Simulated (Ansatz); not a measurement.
SiC (P6_3mc) under several functionals

**Measured values to compare with.**

A printed reference work, textbook reports, for a bulk crystal of SiC at 300 K: lattice constant a 3.0806 Å; lattice constant c 15.1173 Å.

Plane-wave DFT in Ansatz with scalar-relativistic PAW potentials. The same structure was relaxed (cell and atoms, symmetry kept) in separate runs at each level. No spin polarisation.

Task: How do the levels LDA, PBE, PBEsol, r2SCAN compare?

Result:
```tsv
level	cutoff (eV)	k mesh	V (Å³/atom)	a (Å)	c (Å)	gap (eV)
LDA	420	12×12×4	10.138	3.058	10.012	2.18
r2SCAN	500	12×12×4	10.332	3.078	10.077	2.60
PBEsol	420	12×12×4	10.334	3.078	10.076	2.12
PBE	420	12×12×4	10.498	3.094	10.129	2.22
```

The usual order of volumes, LDA < PBEsol < PBE, holds here (10.138, 10.334, 10.498 Å³/atom). As a rule LDA overbinds; PBEsol, built on the gradient expansion of slowly varying densities, lies between LDA and PBE; PBE's stronger gradient term for exchange weakens bonds. r2SCAN lies 1.6 % under PBE in volume. Each gap belongs to its own cell, so it mixes the functional's effect with that of the volume; gaps are the least found on the k mesh or on a band path.

For PBE: Against the measured lattice constant a of SiC, 3.0806 Å (300 K; a printed reference work, textbook), the calculated 3.094 Å is off by +0.4 %. The measured c of this compound is far from this cell's, so the row may belong to another stacking. A measured lattice constant c of SiC is 15.1173 Å (300 K; a printed reference work, textbook); the calculated 10.129 Å misses it by -33.0 %. So large a difference can come from the functional (as between layers that it hardly binds), but also from another choice of axes, another phase or a misread value. A miss of over 4 % is beyond the usual error for strongly bound crystals; weak bonds between layers or molecules, another minimum of the same symmetry, another phase or composition in the sample, or a faulty compiled value are the usual causes, and none was traced here. The calculations are for 0 K without zero-point motion.

Cost: 4 runs of about 4.6 core-minutes in all, on Arm Neoverse N1, Intel Xeon Platinum 8488C (Sapphire Rapids), Intel Xeon 6975P-C (Granite Rapids) (shared hosts).